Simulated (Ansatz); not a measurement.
# Ta: do energies and stresses tell the same story?

Method: Ansatz 0.2.0, DFT r2SCAN, scalar-relativistic, plane waves, PAW.

Plane waves to 500 eV, a k mesh through Γ of 18×18×18 on the computed 1-atom cell and Gaussian smearing (0.10 eV); no spin polarisation.

Relaxed cell: Im-3m, a = 3.305 Å, b = 3.305 Å, c = 3.305 Å, α = 90.00°, β = 90.00°, γ = 90.00°, 1 atom in the primitive cell.

Energies at zero smearing and pressures from the stress tensor, at volumes with shape and atoms relaxed:
```
V (Å³/atom) E − E(first) (meV/atom) P (GPa)
     16.961                     0.00    13.94
     17.502                   -34.32     6.51
     18.043                   -44.99     0.00
     18.585                   -34.94    -5.66
     19.126                    -7.04   -10.56
```

**Question.** Check P = −dE/dV between neighbouring volumes, and get the bulk modulus from the pressures alone.

**Answer.** With 1 eV/Å³ = 160.2 GPa:
```tsv
middle V (Å³/atom)	−ΔE/ΔV (GPa)	mean P (GPa)
17.231	10.159	10.226
17.773	3.159	3.253
18.314	-2.976	-2.831
18.855	-8.259	-8.109
```

The two differ by 0.15 GPa at most. The mean of two end pressures misses the average over a step by about ΔV² P″/12, up to 0.08 GPa here; with that taken off 0.09 GPa remains. The stress is the derivative of the free energy, not of the energy at zero smearing, and with free energies 0.00 GPa remains. Around V = 18.043 Å³/atom, the two neighbours give B = −V ΔP/ΔV = 18.043 × 12.17 / 1.083 = 202.8 GPa, against B0 = 203.3 GPa from the Birch–Murnaghan fit of the energies.

Spin–orbit coupling is left out, which can shift energies with elements as heavy as these.